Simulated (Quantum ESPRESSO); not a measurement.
**LiF (Griceite): equation of state with LDA**

LiF (Griceite):

```
CELL_PARAMETERS angstrom
0.00000 2.01400 2.01400
2.01400 0.00000 2.01400
2.01400 2.01400 0.00000
ATOMIC_POSITIONS crystal
F 0.50000 0.50000 0.50000
Li 0.00000 0.00000 0.00000
```

```
Program                     : Quantum ESPRESSO 7.5
Task                        : equation of state
Functional                  : LDA
Potentials or basis         : GBRV 1.5 LDA
Cutoff                      : 612 eV
Density cutoff              : 4898 eV
k mesh                      : 11 × 11 × 11
Occupations                 : fermi-dirac, width 0.05 eV
Spin                        : no spin polarisation
Form of the LDA correlation : PZ81
Mixing beta                 : 0.5
Most SCF iterations         : 120
SCF threshold               : 4e-10 Ry
```

```
Equilibrium volume : 7.49 Å³/atom (rough: see the caveat)
Bulk modulus       : 87 GPa (rough)
```

Energy against volume, from the lowest point:
```csv
volume (Å³/atom),energy (meV/atom)
7.679,0.00
7.842,2.97
8.006,7.39
8.169,13.18
8.333,20.17
8.496,28.24
8.659,37.22
```

All runs of the series together: 22 s on 2 threads of Intel(R) Xeon(R) 6975P-C (Granite Rapids), on a shared host.

Caveat: the minimum lies outside the volumes run.
